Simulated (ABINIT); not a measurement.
Input of an ABINIT 10.8.3 (patched build) run:

The input run.abi:

```
ndtset 7
getwfk -1
scalecart1 3*0.9795861087
scalecart2 3*0.9864848297
scalecart3 3*0.9932883884
scalecart4 3*1.0000000000
scalecart5 3*1.0066227096
scalecart6 3*1.0131594038
scalecart7 3*1.0196128224

pp_dirpath "./"
pseudos "Hg.LDA_PW-JTH.xml, Se.LDA_PW-JTH.xml"

acell 3*1.0
rprim
     0.0000000000     5.7428776927     5.7428776927
     5.7428776927     0.0000000000     5.7428776927
     5.7428776927     5.7428776927     0.0000000000
ntypat 2
znucl 80 34
natom 2
typat 1 2
xred
     0.0000000000     0.0000000000     0.0000000000
     0.7500000000     0.7500000000     0.7500000000

ecut 20.0
pawecutdg 40.0

kptopt 1
ngkpt 8 8 8
nshiftk 1
shiftk 0.0 0.0 0.0

ixc 2

nband 13
occopt 3
tsmear 0.05 eV

nstep 100
tolvrs 1.0e-9

iomode 3
prtwf 1
prtden 0
prteig 0
prtebands 0
```

Potentials or basis: JTH PAW LDA v2.0.

Launch:

```bash
$ abinit run.abi > log 2>&1
```

**Question.** Estimate the pressure derivative of the bulk modulus.

**Answer.** 5.1.

**Question.** Predict the bulk modulus.

**Answer.** 58 GPa.

**Question.** Predict the equilibrium volume.

**Answer.** 27.97 Å³/atom.

Energy against volume, from the lowest point:
| volume (Å³/atom) | energy (meV/atom) |
| --- | --- |
| 26.383 | 18.41 |
| 26.944 | 7.34 |
| 27.505 | 1.41 |
| 28.067 | 0.00 |
| 28.628 | 2.58 |
| 29.189 | 8.71 |
| 29.751 | 17.99 |

Caveat: pressures at fixed basis lie under the slope of the energies. The run has no spin-orbit coupling, so splittings on Hg are missing.

**The experiment to reproduce.**

“The pseudo-binary mercury chalcogenide alloy HgSe0.7S0.3 at high pressure: a mechanism of the zinc blende/cinnabar reconstructive phase transition”, 2002, arxiv:cond-mat/0209548 quotes, for a bulk crystal of HgSe: bulk modulus 51.6 ± 0.2 GPa.

Against the measured bulk modulus of HgSe, 51.6 GPa (quoted in “The pseudo-binary mercury chalcogenide alloy HgSe0.7S0.3 at high pressure: a mechanism of the zinc blende/cinnabar reconstructive phase transition”, 2002, arxiv:cond-mat/0209548), the calculated 58 GPa is off by +12.6 %. The fit is for a static lattice scaled at fixed shape and fixed fractional positions.
